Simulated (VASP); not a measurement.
# Pb (P6_3/mmc) in VASP: notebook, part 2 of 2

VASP 6.6.1.

## 3. Relaxation of cell and atoms, PBEsol

The input, INCAR:

```
SYSTEM = Pb
ALGO = Fast
EDIFF = 1E-7
EDIFFG = -0.01
ENCUT = 600
GGA = PS
IBRION = 2
ISIF = 3
ISMEAR = -1
LASPH = .True.
LCHARG = .False.
LREAL = .False.
LWAVE = .False.
NELM = 100
NSW = 40
PREC = Accurate
PSTRESS = 0
SIGMA = 0.05
```

The input, KPOINTS:

```
k-points
0
Gamma
  9 9 5
  0 0 0
```

The input, POSCAR:

```
Pb
1.0
    3.4800000000      0.0000000000      0.0000000000
   -1.7400000000      3.0137684052      0.0000000000
    0.0000000000      0.0000000000      5.5900000000
Pb
2
Direct
    0.6666666667      0.3333333333      0.7500000000
    0.3333333333      0.6666666667      0.2500000000
```

Potentials or basis: VASP PAW PBE potentials, release 64 (Pb_d).

Started as:

```console
$ cat potpaw_PBE.64/Pb_d/POTCAR > POTCAR
$ mpirun -np 1 vasp_std > vasp.out
```

It took 3.2 min on 1 thread of Intel Xeon Platinum 8375C at 2.90GHz (Ice Lake), shared host; peak memory 0.21 GiB.

Results (log left out):

```
Free energy                            : -7.9766 eV
Relaxed volume                         : 29.80 Å³/atom
Relaxed cell                           : a = 3.431 Å, b = 3.431 Å, c = 5.845 Å, α = 90.00°, β = 90.00°, γ = 120.00°
Space group after relaxing (to 0.05 Å) : P6_3/mmc (No. 194)
Energy gained by relaxing              : 15.2 meV/atom
Ionic steps                            : 6
Pressure after relaxing                : 0.0 GPa
Band gap on the k mesh                 : none (metal or under the smearing width)
```

Step by step:
```tsv
step	energy change (eV)	largest force (eV/Å)	pressure (GPa)	volume (Å³)
1	0.0000	0.0000	1.09	58.63
2	-0.0241	0.0000	-0.57	60.32
3	-0.0249	0.0000	-0.86	60.68
4	-0.0305	0.0000	-0.05	59.65
5	-0.0305	0.0000	-0.02	59.64
6	-0.0305	0.0000	0.00	59.61
```

Final structure:
```yaml
crystal:
  lattice:
    - [3.43141, 0.00000, 0.00000]
    - [-1.71570, 2.97168, 0.00000]
    - [0.00000, 0.00000, 5.84545]
  atoms:
    - { symbol: Pb, position: [0.66667, 0.33333, 0.75000] }
    - { symbol: Pb, position: [0.33333, 0.66667, 0.25000] }
```

Levels at points of the mesh, in eV from the Fermi level:
```csv
k point,band 11,band 12,band 13,band 14,band 15,band 16,band 17,band 18
"(0.00, 0.00, 0.00)",-11.78,-8.41,-4.27,6.26,6.26,6.96,7.94,7.94
```

Caveat: the PAW data sets were made with another functional, which shifts forces and pressure a little. Spin-orbit coupling is left out, which matters for the levels of Pb.

## 4. Relaxation of cell and atoms, PBEsol, target pressure 2 GPa, at which the enthalpy is minimised

INCAR, as its differences from that of step 3:

```diff
@@ -16,3 +16,3 @@
 PREC = Accurate
-PSTRESS = 0
+PSTRESS = 20
 SIGMA = 0.05
```

KPOINTS is that of step 3.

POSCAR is that of step 3.

Started as:

```console
$ cat potpaw_PBE.64/Pb_d/POTCAR > POTCAR
$ mpirun -np 1 vasp_std > vasp.out
```

Wall time 4.3 min (1 thread of Intel Xeon Platinum 8375C at 2.90GHz (Ice Lake), shared host); peak memory 0.21 GiB.

The run converged. Its results:

```
Free energy                                            : -7.9639 eV
Relaxed volume                                         : 28.73 Å³/atom
Relaxed cell                                           : a = 3.392 Å, b = 3.392 Å, c = 5.765 Å, α = 90.00°, β = 90.00°, γ = 120.00°
Space group after relaxing (to 0.05 Å)                 : P6_3/mmc (No. 194)
Energy change on relaxing (the enthalpy is what falls) : -8.9 meV/atom
Ionic steps                                            : 6
Pressure after relaxing                                : 2.0 GPa
Band gap on the k mesh                                 : none (metal or under the smearing width)
```

The path:
| step | energy change (eV) | largest force (eV/Å) | pressure (GPa) | volume (Å³) |
| --- | --- | --- | --- | --- |
| 1 | 0.0000 | 0.0000 | 1.09 | 58.63 |
| 2 | -0.0097 | 0.0000 | 2.23 | 57.21 |
| 3 | -0.0067 | 0.0000 | 2.65 | 56.81 |
| 4 | -0.0054 | 0.0000 | 2.78 | 56.70 |
| 5 | -0.0200 | 0.0000 | 1.77 | 57.66 |
| 6 | -0.0178 | 0.0000 | 1.98 | 57.46 |

Final structure:
```
CELL_PARAMETERS angstrom
3.39232 0.00000 0.00000
-1.69616 2.93783 0.00000
0.00000 0.00000 5.76546
ATOMIC_POSITIONS crystal
Pb 0.66667 0.33333 0.75000
Pb 0.33333 0.66667 0.25000
```

Levels at points of the mesh, in eV from the Fermi level:
| k point | band 10 | band 11 | band 12 | band 13 | band 14 | band 15 | band 16 | band 17 | band 18 |
| --- | --- | --- | --- | --- | --- | --- | --- | --- | --- |
| (0.00, 0.00, 0.00) | -16.61 | -12.02 | -8.43 | -4.44 | 6.48 | 6.48 | 7.28 | 8.25 | 8.25 |

Caveat: the cell is relaxed towards a set pressure, so the enthalpy falls and the energy may rise; the PAW data sets were made with another functional, which shifts forces and pressure a little. Spin-orbit coupling is left out, which matters for the levels of Pb.

## 5. Relaxation of cell and atoms, PBEsol, target pressure 5 GPa, at which the enthalpy is minimised

INCAR, as its differences from that of step 4:

```diff
@@ -16,3 +16,3 @@
 PREC = Accurate
-PSTRESS = 20
+PSTRESS = 50
 SIGMA = 0.05
```

KPOINTS is that of step 4.

POSCAR is that of step 4.

Started as:

```console
$ cat potpaw_PBE.64/Pb_d/POTCAR > POTCAR
$ mpirun -np 1 vasp_std > vasp.out
```

Run time: 5.1 min. Hardware: 1 thread of Intel Xeon Platinum 8375C at 2.90GHz (Ice Lake), shared host; peak memory 0.21 GiB.

Results (log left out):

| Property | Result |
| --- | --- |
| Free energy | -7.9085 eV |
| Relaxed volume | 27.43 Å³/atom |
| Relaxed cell | a = 3.340 Å, b = 3.340 Å, c = 5.678 Å, α = 90.00°, β = 90.00°, γ = 120.00° |
| Space group after relaxing (to 0.05 Å) | P6_3/mmc (No. 194) |
| Energy change on relaxing (the enthalpy is what falls) | +18.8 meV/atom |
| Ionic steps | 8 |
| Pressure after relaxing | 5.0 GPa |
| Band gap on the k mesh | none (metal or under the smearing width) |

The path:
```
step  energy change (eV)  largest force (eV/Å)  pressure (GPa)  volume (Å³)
   1              0.0000                0.0000            1.09        58.63
   2              0.1274                0.0000            8.07        52.75
   3              0.0635                0.0000            5.58        54.37
   4              0.0465                0.0000            5.33        54.60
   5              0.0436                0.0000            5.24        54.68
   6              0.0434                0.0000            5.23        54.68
   7              0.0335                0.0000            4.80        55.00
   8              0.0377                0.0000            5.00        54.86
```

Final structure:
```yaml
crystal:
  lattice:
    - [3.34018, 0.00000, 0.00000]
    - [-1.67009, 2.89268, 0.00000]
    - [0.00000, 0.00000, 5.67798]
  atoms:
    - { symbol: Pb, position: [0.66667, 0.33333, 0.75000] }
    - { symbol: Pb, position: [0.33333, 0.66667, 0.25000] }
```

Levels at points of the mesh, in eV from the Fermi level:
```
           k point  band 10  band 11  band 12  band 13  band 14  band 15  band 16  band 17  band 18
(0.00, 0.00, 0.00)   -16.58   -12.35    -8.47    -4.67     6.81     6.81     7.61     8.68     8.68
```

Caveat: the cell is relaxed towards a set pressure, so the enthalpy falls and the energy may rise; the PAW data sets were made with another functional, which shifts forces and pressure a little. Spin-orbit coupling is left out, which matters for the levels of Pb.

## 6. For comparison

An earlier run on the cell as given: functional PBEsol; potentials or basis VASP PAW PBE potentials, release 64 (Pb_d); cutoff 520 eV; k mesh 9 × 9 × 5; occupations fermi-dirac, width 0.05 eV; no spin polarisation.

- Pressure: 1.0 GPa
- Band gap on the k mesh: none (metal or under the smearing width)

## 7. Overview

| task | level | potentials or basis | cell | k mesh | cutoff (eV) | ladder | target pressure | gap on the mesh (eV) | pressure (GPa) | relaxed volume (Å³/atom) |
| --- | --- | --- | --- | --- | --- | --- | --- | --- | --- | --- |
| relaxation of cell and atoms | LDA | VASP PAW LDA potentials, release 64 (Pb_d) | relaxed | 8 × 8 × 4 | 600 | gaps | - | none | 0.0 | 29.20 |
| relaxation of cell and atoms | PBEsol | VASP PAW PBE potentials, release 64 (Pb_d) | relaxed | 9 × 9 × 5 | 600 | - | - | none | 0.0 | 29.80 |
| relaxation of cell and atoms | PBEsol | VASP PAW PBE potentials, release 64 (Pb_d) | relaxed to 2 GPa | 9 × 9 × 5 | 600 | - | 2 GPa | none | 2.0 | - |
| relaxation of cell and atoms | PBEsol | VASP PAW PBE potentials, release 64 (Pb_d) | relaxed to 5 GPa | 9 × 9 × 5 | 600 | - | 5 GPa | none | 5.0 | - |
| single point | PBEsol | VASP PAW PBE potentials, release 64 (Pb_d) | as given | 9 × 9 × 5 | 520 | free | - | none | 1.0 | - |

Alike in all rows: no spin polarisation; smearing fermi-dirac 0.05 eV.

Caveats: the PAW data sets were made with another functional, which shifts forces and pressure a little (some runs); the cell is relaxed towards a set pressure, so the enthalpy falls and the energy may rise (some runs).

Absolute energies hang on the potentials; compare differences alone.
